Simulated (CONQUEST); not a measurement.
**ZnAu under changes of volume**

One of the cells (15.583 Å³/atom); the others are scaled copies at fixed shape and fractional positions:

```
Au Zn
1.0
     3.14700    0.00000    0.00000
     0.00000    3.14700    0.00000
     0.00000    0.00000    3.14700
Au Zn
1 1
Direct
  0.00000 0.00000 0.00000
  0.50000 0.50000 0.50000
```

| Item | Value |
| --- | --- |
| Program | CONQUEST 1.3 |
| Functional | PBE |
| Potentials or basis | PseudoDojo NC PBE, DZP, grid of 32 × 32 × 32 points |
| k mesh | 8 × 8 × 8 |
| Occupations | fermi-dirac, width 0.05 eV |
| Spin | no spin polarisation |

```tsv
volume (Å³/atom)	energy over the lowest point (meV/atom)	pressure (GPa)
14.648	82.95	16.7
14.960	54.57	13.1
15.272	31.35	10.0
15.583	?	?
15.895	5.47	4.2
16.207	0.35	1.2
16.518	0.00	-0.2
```

Question: What does the run at 15.583 Å³/atom give?

Answer: Energy over the lowest point 15.65 meV/atom; pressure 6.1 GPa.

Worked out: A Birch-Murnaghan fit of order 3 (a polynomial in V^(-2/3)) to the other rows has its minimum at 16.38 Å³/atom with B0 = V·E''(V) = 126 GPa and B' = 3.1. It gives 15.75 meV/atom at 15.583 Å³/atom, against the run's 15.65, and -dE/dV = 6.8 GPa, against 6.1.

Energies are extrapolated to zero smearing.

Caveats: the basis of atomic orbitals isn't converged, which shifts pressures, moduli and gaps.
